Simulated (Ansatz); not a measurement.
Ionic part of the dielectric constant of CaSe at 1 GPa, mode by mode

Computed with DFT LDA, scalar-relativistic, plane waves, PAW in Ansatz. Plane waves to 420 eV; Γ-centred k mesh 8×8×8; fixed occupations. No spin polarisation. Phonons by linear response, acoustic sum rule imposed.

The structure is cubic, space group Fm-3m (No. 225). Conventional cell: a = 5.759 Å, b = 5.759 Å, c = 5.759 Å, α = 90.00°, β = 90.00°, γ = 90.00°. Ca (site symmetry m-3m) is surrounded by 6 Se at 2.88 Å. Around Se (site symmetry m-3m) lie 6 Ca at 2.88 Å.

The primitive cell has V = 47.75 Å³ and ε∞,xx = 6.079. Each polar mode adds Δε = (4.92064×10⁷/V)·S/ν² along x, with S its oscillator strength in e²/amu, ν in cm⁻¹ and V in Å³.

**Question.** From these modes, find each Δε and ε0,xx.
```json
{"ν (cm⁻¹)": "198.2", "S_xx (e²/amu)": "0.2069"}
```

**Answer.**
```tsv
ν (cm⁻¹)	Δε
198.2	5.43
```

The sum is 5.429, so ε0,xx = 11.51; the run's tensor has 11.51.

**Question.** Where do the longitudinal modes lie for a wave vector along x?

**Answer.** At 273 cm⁻¹. The Lyddane–Sachs–Teller product Π(ν_LO/ν_TO)² = 1.89 matches ε0/ε∞ = 1.89.